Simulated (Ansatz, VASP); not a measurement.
# BAs: VASP beside Ansatz

INCAR

```
SYSTEM = BAs
PREC = Accurate ; ENCUT = 520
EDIFF = 1E-7 ; ISMEAR = -1
SIGMA = 0.05 ; LREAL = .FALSE.
LASPH = .TRUE. ; NELM = 100
ALGO = Normal ; ISIF = 2
LWAVE = .FALSE. ; LCHARG = .FALSE.
GGA = PS ; NBANDS = 11
```

KPOINTS

```
Automatic mesh
0
G
  10 10 10
  0 0 0
```

The input POSCAR:

```
BAs
1.0
    0.0000000000      2.4353452264      2.4353452264
    2.4353452264      0.0000000000      2.4353452264
    2.4353452264      2.4353452264      0.0000000000
As B
1 1
Direct
    0.7500000000      0.7500000000      0.7500000000
    0.0000000000      0.0000000000      0.0000000000
```

The input input.yaml:

```yaml
crystal:
  lattice:
    - [0.0, 2.4353452264, 2.4353452264]
    - [2.4353452264, 0.0, 2.4353452264]
    - [2.4353452264, 2.4353452264, 0.0]
  atoms:
    - { symbol: As, position: [0.75, 0.75, 0.75] }
    - { symbol: B, position: [0.0, 0.0, 0.0] }
hamiltonian:
  xc: pbesol
  pseudopotentials: { kind: paw }
kpoints:
  mp_grid: { grid: [10, 10, 10] }
scf:
  occupations: { method: fermi_dirac, width: 0.05 }
output:
  forces: true
  stress: true
  eigenvalues: true
```

Alike in both runs: task single point; functional PBEsol; k mesh 10 × 10 × 10; occupations fermi-dirac, width 0.05 eV; no spin polarisation.

|  | VASP | Ansatz |
| --- | --- | --- |
| version | VASP 6.6.1 | Ansatz 0.2.0 |
| potentials or method | VASP PAW PBE potentials, release 64 (As, B) | Ansatz PAW |
| plane-wave cutoff (eV) | 520 | 420 |
| valence electrons in the cell | 8 | 18 |

VASP gave:

* gap on the k mesh at the Fermi level (eV): 1.13
* least direct gap on the mesh (eV): 3.17
* pressure (GPa): -7.2

Question: What did Ansatz give for the same quantities?

Answer: gap on the k mesh at the Fermi level (eV): 1.14; least direct gap on the mesh (eV): 3.17; pressure (GPa): -7.9.

The two sets of potentials don't hold the same shells in valence.

Caveats: the PAW data sets were made with another functional, which shifts forces and pressure a little (VASP); the PAW data sets come from PBE, with cores solved anew for the run's functional, which leaves a small shift of forces and pressure (Ansatz). A k mesh can miss the band edges. PBEsol gaps usually lie below the measured ones, often by a third to a half.
